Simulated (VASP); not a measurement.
# Sn (I4_1/amd) in VASP: a series of runs

One crystal, Sn, is run at these levels: PBE; tasks: relaxation of cell and atoms.

Everything below comes from runs of VASP 6.6.1. Logs are shortened: lines on timing, memory, paths and dates and some standing lists are left out, and cuts for length are marked.

### 1 The crystal as given

The structure is tetragonal, space group I4_1/amd (No. 141). The conventional cell has a = 5.880 Å, b = 5.880 Å, c = 3.199 Å, α = 90.00°, β = 90.00°, γ = 90.00°. Sn (site symmetry -4m2) is surrounded by 6 Sn at 3.05 to 3.20 Å.

### 2 Relaxation of cell and atoms, PBE

The input, INCAR:

```
SYSTEM = Sn
PREC = Accurate
ENCUT = 600
EDIFF = 1E-6
ISMEAR = 1
SIGMA = 0.1
LREAL = .False.
LASPH = .True.
NELM = 120
ALGO = Normal
ISIF = 3
LWAVE = .False.
LCHARG = .False.
GGA = PE
IBRION = 2
NSW = 80
EDIFFG = -0.005
KPAR = 2
```

The input, KPOINTS:

```
Automatic mesh
0
Gamma
  15 15 15
  0 0 0
```

The input, POSCAR:

```
Sn
1.0
   -2.9401405000      2.9401405000      1.5993020000
    2.9401405000     -2.9401405000      1.5993020000
    2.9401405000      2.9401405000     -1.5993020000
Sn
2
Direct
    0.7500000000      0.2500000000      0.5000000000
    0.0000000000      0.0000000000      0.0000000000
```

Potentials or basis: VASP PAW PBE potentials, release 64 (Sn_d).

On the command line:

```sh
> cat potpaw_PBE.64/Sn_d/POTCAR > POTCAR
> mpirun -np 2 vasp_std > vasp.out
```

OUTCAR:

```text
SYSTEM = Sn
   PREC = Accurate
   ENCUT = 600
   EDIFF = 1E-6
   ISMEAR = 1
   LREAL = .False.
   LASPH = .True.
   NELM = 120
   ISIF = 3
   GGA = PE
   IBRION = 2
   NSW = 80
   EDIFFG = -0.005

 ion  position               nearest neighbor table
   1  0.750  0.250  0.500-   2 3.05   2 3.05   2 3.05   2 3.05
   2  0.000  0.000  0.000-   1 3.05   1 3.05   1 3.05   1 3.05

  LATTYP: Found a body centered tetragonal cell.
 ALAT       =     5.8802810000
 C/A-ratio  =     0.5439542770

  Lattice vectors:

 A1 = (  -2.9401405000,   2.9401405000,   1.5993020000)
 A2 = (   2.9401405000,  -2.9401405000,   1.5993020000)
 A3 = (   2.9401405000,   2.9401405000,  -1.5993020000)

Analysis of symmetry for initial positions (statically):
=====================================================================
 Subroutine PRICEL returns:
 Original cell was already a primitive cell.

 Routine SETGRP: Setting up the symmetry group for a
 body centered tetragonal supercell.

 Subroutine GETGRP returns: Found 16 space group operations
 (whereof  8 operations were pure point group operations)
 out of a pool of 16 trial point group operations.

The static configuration has the point symmetry D_2d.
 The point group associated with its full space group is D_4h.

Analysis of symmetry for dynamics (positions and initial velocities):
=====================================================================
 Subroutine PRICEL returns:
 Original cell was already a primitive cell.

 Routine SETGRP: Setting up the symmetry group for a
 body centered tetragonal supercell.

 Subroutine GETGRP returns: Found 16 space group operations
 (whereof  8 operations were pure point group operations)
 out of a pool of 16 trial point group operations.

The dynamic configuration has the point symmetry D_2d.
 The point group associated with its full space group is D_4h.

 Subroutine INISYM returns: Found 16 space group operations
 (whereof  8 operations are pure point group operations),
 and found     1 'primitive' translations

----------------------------------------------------------------------------------------

                                     Primitive cell

  volume of cell :      55.3002

  direct lattice vectors                    reciprocal lattice vectors
    -2.940140500  2.940140500  1.599302000     0.000000000  0.170059900  0.312636388
     2.940140500 -2.940140500  1.599302000     0.170059900  0.000000000  0.312636388
     2.940140500  2.940140500 -1.599302000     0.170059900  0.170059900  0.000000000

  length of vectors
     4.454954456  4.454954456  4.454954456     0.355895884  0.355895884  0.240501017

  position of ions in fractional coordinates (direct lattice)
     0.750000000  0.250000000  0.500000000
     0.000000000  0.000000000  0.000000000

  ion indices of the primitive-cell ions
   primitive index   ion index
                 1           1
                 2           2

----------------------------------------------------------------------------------------

 KPOINTS: Automatic mesh

Automatic generation of k-mesh.
 Grid dimensions read from file:
 generate k-points for:   15   15   15

 Generating k-lattice:

  Cartesian coordinates                     Fractional coordinates (reciprocal lattice)
     0.000000000  0.011337327  0.020842426     0.066666667  0.000000000  0.000000000
     0.011337327  0.000000000  0.020842426     0.000000000  0.066666667  0.000000000
     0.011337327  0.011337327  0.000000000     0.000000000  0.000000000  0.066666667

  Length of vectors
     0.023726392  0.023726392  0.016033401

  Shift w.r.t. Gamma in fractional coordinates (k-lattice)
     0.000000000  0.000000000  0.000000000

 Subroutine IBZKPT returns following result:
 ===========================================

 Found    288 irreducible k-points:

 Following reciprocal coordinates:
            Coordinates               Weight
  0.000000  0.000000  0.000000      1.000000
  0.066667  0.000000  0.000000      8.000000
  0.133333 -0.000000  0.000000      8.000000
  0.200000  0.000000 -0.000000      8.000000
  0.266667 -0.000000  0.000000      8.000000
  0.333333  0.000000 -0.000000      8.000000
[... 16 lines left out ...]
  0.133333  0.133333  0.000000      8.000000
  0.200000  0.133333  0.000000     16.000000
 [... further k-points ...]
   k-points           NKPTS =    288   k-points in BZ     NKDIM =    288   number of bands    NBANDS=     18
   number of dos      NEDOS =    301   number of ions     NIONS =      2
   total plane-waves  NPLWV =  46656
   dimension x,y,z NGX =    36 NGY =   36 NGZ =   36
   dimension x,y,z NGXF=    72 NGYF=   72 NGZF=   72
   ions per type =               2
   NGX,Y,Z   is equivalent  to a cutoff of  13.43, 13.43, 13.43 a.u.
   NGXF,Y,Z  is equivalent  to a cutoff of  26.87, 26.87, 26.87 a.u.
 SYSTEM =  Sn
   PREC   = accura    normal or accurate (medium, high low for compatibility)
   ISTART =      0    job   : 0-new  1-cont  2-samecut
   ICHARG =      2    charge: 1-file 2-atom 10-const
   ISPIN  =      1    spin polarized calculation?
   LNONCOLLINEAR =      F non collinear calculations
   LSORBIT =      F    spin-orbit coupling
   LASPH  =      T    aspherical Exc in radial PAW
   ENCUT  =  600.0 eV  44.10 Ry    6.64 a.u.   8.90  8.90  8.90*2*pi/ulx,y,z
   NELM   =    120;   NELMIN=  2; NELMDL= -5     # of ELM steps
   EDIFF  = 0.1E-05   stopping-criterion for ELM
   LREAL  =      F    real-space projection
   EDIFFG = -.5E-02   stopping-criterion for IOM
   NSW    =     80    number of steps for IOM
   IBRION =      2    ionic relax: 0-MD 1-quasi-New 2-CG
   NFREE  =      1    steps in history (QN), initial steepest desc. (CG)
   ISIF   =      3    stress and relaxation
   ISYM   =      2    0-nonsym 1-usesym 2-fastsym
   POTIM  = 0.5000    time-step for ionic-motion
   TEBEG  =    0.0;   TEEND  =   0.0 temperature during run
   PSTRESS=    0.0 pullay stress
   NELECT =      28.0000    total number of electrons
   NUPDOWN=      -1.0000    fix difference up-down
   EMIN   =  10.00;   EMAX   =-10.00  energy-range for DOS
   EFERMI =   0.00;   METHOD = LEGACY
   ISMEAR =     1;   SIGMA  =   0.10  broadening in eV -4-tet -1-fermi 0-gaus
   EFERMI_NEDOS =   21; number of points for ismear=-14 and -15
   IALGO  =     38    algorithm
   IMIX   =      4    mixing-type and parameters
     AMIX     =   0.40;   BMIX     =  1.00
     AMIX_MAG =   1.60;   BMIX_MAG =  1.00
  volume/ion in A,a.u.               =      27.65       186.59
  Fermi-wavevector in a.u.,A,eV,Ry     =   1.304824  2.465760 23.164815  1.702566
  Thomas-Fermi vector in A             =   2.435734
   LORBIT       =      0    0 simple, 1 ext, 2 COOP (PROOUT), +10 PAW based schemes
   GGA     = PE    functional components
   LHFCALC =     F    Hartree Fock is set to
   AEXX    =    0.0000 exact exchange contribution
   IVDW    =     0    specifies the selected vdW correction
   LEPSILON=     F    determine dielectric tensor
   LRPA    =     F    only Hartree local field effects (RPA)
 conjugate gradient relaxation of ions
 non-spin polarized calculation
 Methfessel and Paxton  Order N= 1 SIGMA  =   0.10
  energy-cutoff  :      600.00
  volume of cell :       55.30
 maximum number of plane-waves:      1886
   NGX = 17   NGY = 17   NGZ = 17

--------------------------------------- Ionic step        1  -------------------------------------------

 number of electron      27.9999989 magnetization

 Free energy of the ion-electron system (eV)
  ---------------------------------------------------
  ext. energy  EPLUGINS =         0.00000000
  ---------------------------------------------------
  free energy    TOTEN  =        -7.60404412 eV

  energy without entropy =       -7.60406620  energy(sigma->0) =       -7.60405148

------------------------ aborting loop because EDIFF is reached ----------------------------------------

  FORCE on cell =-STRESS in cart. coord.  units (eV):
  Direction    XX          YY          ZZ          XY          YZ          ZX
  --------------------------------------------------------------------------------------
  -------------------------------------------------------------------------------------
  Total        0.5679006      0.5679006      0.2537900      0.0000000      0.0000000      0.0000000
  in kB       16.4534218     16.4534218      7.3528976      0.0000000      0.0000000      0.0000000
  external PRESSURE =      13.4199137 kB  Pullay stress =       0.0000000 kB
[... 89 lines left out ...]
  FREE ENERGIE OF THE ION-ELECTRON SYSTEM (eV)
  ---------------------------------------------------
  free  energy   TOTEN  =        -7.6113252872 eV

  energy  without entropy=       -7.6112864640  energy(sigma->0) =       -7.61131235

[... ionic steps 4 to 8 ...]

--------------------------------------- Ionic step        9  -------------------------------------------

 number of electron      27.9999995 magnetization

------------------------ aborting loop because EDIFF is reached ----------------------------------------

  FORCE on cell =-STRESS in cart. coord.  units (eV):
  Direction    XX          YY          ZZ          XY          YZ          ZX
  --------------------------------------------------------------------------------------
  -------------------------------------------------------------------------------------
  Total       -0.0324742     -0.0324742     -0.0272637      0.0000000      0.0000000      0.0000000
  in kB       -0.9151716     -0.9151716     -0.7683307      0.0000000      0.0000000      0.0000000
  external PRESSURE =      -0.8662247 kB  Pullay stress =       0.0000000 kB
[... 57 lines left out ...]
  energy  without entropy=       -7.6123143585  energy(sigma->0) =       -7.61209307

--------------------------------------- Ionic step       11  -------------------------------------------

 number of electron      27.9999995 magnetization

 Free energy of the ion-electron system (eV)
  ---------------------------------------------------
  ext. energy  EPLUGINS =         0.00000000
  ---------------------------------------------------
  free energy    TOTEN  =        -7.61199029 eV

  energy without entropy =       -7.61231370  energy(sigma->0) =       -7.61209810

 E-fermi :   7.4363     XC(G=0): -10.0952

 val. band max:        7.4180173397   @ k =   0.4667   0.3333   0.0667
 cond. band min:       7.4419905024   @ k =  -0.2000  -0.2667   0.1333
 fundamental gap:      0.0239731627
 Fermi energy:         7.4363118688

 k-point     1 :       0.0000    0.0000    0.0000
  band No.  band energies     occupation
      1     -14.1590      2.00000
      2     -14.1066      2.00000
      3     -14.0579      2.00000
      4     -14.0488      2.00000
      5     -13.9111      2.00000
      6     -13.9111      2.00000
[... 10 lines left out ...]
     17      13.3016      0.00000
     18      14.2179      0.00000
[... 466 lines left out ...]
      2     -14.0121      2.00000
      3     -14.0077      2.00000
      4     -13.9717      2.00000
      5     -13.9674      2.00000
      6     -13.9531      2.00000
[... 10 lines left out ...]
     17      11.1275      0.00000
     18      11.3955      0.00000

 [... further k-points ...]

------------------------ aborting loop because EDIFF is reached ----------------------------------------

  FORCE on cell =-STRESS in cart. coord.  units (eV):
  Direction    XX          YY          ZZ          XY          YZ          ZX
  --------------------------------------------------------------------------------------
  -------------------------------------------------------------------------------------
  Total       -0.0043260     -0.0043260     -0.0081356      0.0000000     -0.0000000      0.0000000
  in kB       -0.1220960     -0.1220960     -0.2296149      0.0000000     -0.0000000      0.0000000
  external PRESSURE =      -0.1579356 kB  Pullay stress =       0.0000000 kB
[... 17 lines left out ...]
  FREE ENERGIE OF THE ION-ELECTRON SYSTEM (eV)
  ---------------------------------------------------
  free  energy   TOTEN  =        -7.6119902924 eV

  energy  without entropy=       -7.6123137036  energy(sigma->0) =       -7.61209810

 reached required accuracy - stopping structural energy minimisation
```

Run time: 10 min. Hardware: 2 MPI ranks of Intel Xeon Platinum 8259CL at 2.50GHz (Skylake/Cascade Lake), shared host; peak memory 0.43 GiB.

Results:

```
Free energy                            : -7.6120 eV
Relaxed volume                         : 28.38 Å³/atom
Relaxed cell                           : a = 4.508 Å, b = 4.508 Å, c = 4.508 Å, α = 97.21°, β = 97.21°, γ = 138.50°
Space group after relaxing (to 0.05 Å) : I4_1/amd (No. 141)
Energy gained by relaxing              : 4.0 meV/atom
Ionic steps                            : 11
Pressure after relaxing                : 0.0 GPa
Band gap on the k mesh                 : none (metal or under the smearing width)
```

The path:
```csv
step,energy change (eV),largest force (eV/Å),pressure (GPa),volume (Å³)
1,0.0000,0.0000,1.34,55.30
2,-0.0071,0.0000,-0.33,57.17
3,-0.0073,0.0000,-0.07,56.89
4,-0.0073,0.0000,-0.13,56.92
5,-0.0078,0.0000,-0.13,56.88
6,-0.0079,0.0000,-0.15,56.86
7,-0.0079,0.0000,-0.11,56.84
8,-0.0079,0.0000,-0.08,56.85
9,-0.0079,0.0000,-0.09,56.85
10,-0.0079,0.0000,0.08,56.71
11,-0.0079,0.0000,-0.02,56.77
```

Final structure:
```cif
data_structure
_symmetry_space_group_name_H-M 'P 1'
_symmetry_Int_Tables_number 1
_cell_length_a 4.5079
_cell_length_b 4.5079
_cell_length_c 4.5079
_cell_angle_alpha 97.213
_cell_angle_beta 97.213
_cell_angle_gamma 138.495
_cell_volume 56.77
loop_
_atom_site_label
_atom_site_type_symbol
_atom_site_fract_x
_atom_site_fract_y
_atom_site_fract_z
_atom_site_occupancy
Sn1 Sn 0.75000 0.25000 0.50000 1
Sn2 Sn 0.00000 0.00000 0.00000 1
```

### 3 Relaxation of cell and atoms, PBE

This run uses another cell than the first one, of 28.38 Å³/atom, 1.027 times its volume.

INCAR is that of step 2.

KPOINTS is that of step 2.

The input, POSCAR:

```
Sn                                      
1.0
   -2.9807629214      2.9807629214      1.5972929186
    2.9807629214     -2.9807629214      1.5972929186
    2.9807629214      2.9807629214     -1.5972929186
  Sn            
     2
Direct
     0.7500000000000000    0.2500000000000000    0.5000000000000000
     0.0000000000000000    0.0000000000000000    0.0000000000000000
```

Potentials or basis: VASP PAW PBE potentials, release 64 (Sn_d).

On the command line:

```sh
> cat potpaw_PBE.64/Sn_d/POTCAR > POTCAR
> mpirun -np 2 vasp_std > vasp.out
```

It took 96 s on 2 MPI ranks of Intel Xeon Platinum 8259CL at 2.50GHz (Skylake/Cascade Lake), shared host; peak memory 0.42 GiB.

Results (log left out):

| Property | Result |
| --- | --- |
| Free energy | -7.6122 eV |
| Pressure after relaxing | 0.0 GPa |
| Band gap on the k mesh | none (metal or under the smearing width) |

Final structure:
```
CELL_PARAMETERS angstrom
-2.98076 2.98076 1.59729
2.98076 -2.98076 1.59729
2.98076 2.98076 -1.59729
ATOMIC_POSITIONS crystal
Sn 0.75000 0.25000 0.50000
Sn 0.00000 0.00000 0.00000
```

Levels at points of the mesh, in eV from the Fermi level:
| k point | band 11 | band 12 | band 13 | band 14 | band 15 | band 16 | band 17 | band 18 |
| --- | --- | --- | --- | --- | --- | --- | --- | --- |
| (0.00, 0.00, 0.00) | -10.81 | -3.93 | -1.92 | -1.92 | 2.98 | 5.87 | 5.87 | 6.78 |

Caveat: the relaxation stopped at its first step, so nothing moved.
